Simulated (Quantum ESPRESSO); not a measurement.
RbBr:

```
CELL_PARAMETERS angstrom
0.00000 3.42700 3.42700
3.42700 0.00000 3.42700
3.42700 3.42700 0.00000
ATOMIC_POSITIONS crystal
Rb 0.00000 0.00000 0.00000
Br 0.50000 0.50000 0.50000
```

```yaml
Program: Quantum ESPRESSO 7.5
Task: relaxation of cell and atoms
Functional: RPBE
Dispersion: D3
Potentials_or_basis: PseudoDojo 0.4.1 SR PBE standard
Cutoff: 626 eV
Density_cutoff: 2503 eV
k_mesh: 7 × 7 × 7
Occupations: fermi-dirac, width 0.05 eV
Spin: no spin polarisation
```

At the start: pressure 2.2 GPa; volume 40.25 Å³/atom.

Q: Where does the relaxation end?

A: Over 13 steps the energy falls by 35.9 meV/atom and the volume is 46.18 Å³/atom (+14.7 %); space group Fm-3m (No. 225, to 0.05 Å).

Step by step:
| step | energy change (eV) | largest force (eV/Å) | pressure (GPa) | volume (Å³) |
| --- | --- | --- | --- | --- |
| 1 | 0.0000 | 0.0000 | 2.22 | 80.50 |
| 2 | -0.0090 | 0.0000 | 2.05 | 81.17 |
| 3 | -0.0247 | 0.0000 | 1.73 | 82.49 |
| 4 | -0.0428 | 0.0000 | 1.31 | 84.39 |
| 5 | -0.0588 | 0.0000 | 0.83 | 86.79 |
| 6 | -0.0691 | 0.0000 | 0.35 | 89.55 |
| 7 | -0.0716 | 0.0000 | -0.09 | 92.55 |
| 8 | -0.0716 | 0.0000 | -0.09 | 92.54 |
| 9 | -0.0717 | 0.0000 | -0.09 | 92.52 |
| 10 | -0.0717 | 0.0000 | -0.09 | 92.49 |
| 11 | -0.0717 | 0.0000 | -0.08 | 92.45 |
| 12 | -0.0717 | 0.0000 | -0.07 | 92.41 |
| 13 | -0.0717 | 0.0000 | -0.07 | 92.36 |

Final structure:
```cif
data_structure
_symmetry_space_group_name_H-M 'P 1'
_symmetry_Int_Tables_number 1
_cell_length_a 5.0737
_cell_length_b 5.0737
_cell_length_c 5.0737
_cell_angle_alpha 60.000
_cell_angle_beta 60.000
_cell_angle_gamma 60.000
_cell_volume 92.36
loop_
_atom_site_label
_atom_site_type_symbol
_atom_site_fract_x
_atom_site_fract_y
_atom_site_fract_z
_atom_site_occupancy
Rb1 Rb 0.00000 0.00000 0.00000 1
Br1 Br 0.50000 0.50000 0.50000 1
```

Caveat: the potentials were made for another functional, which shifts forces and pressure.
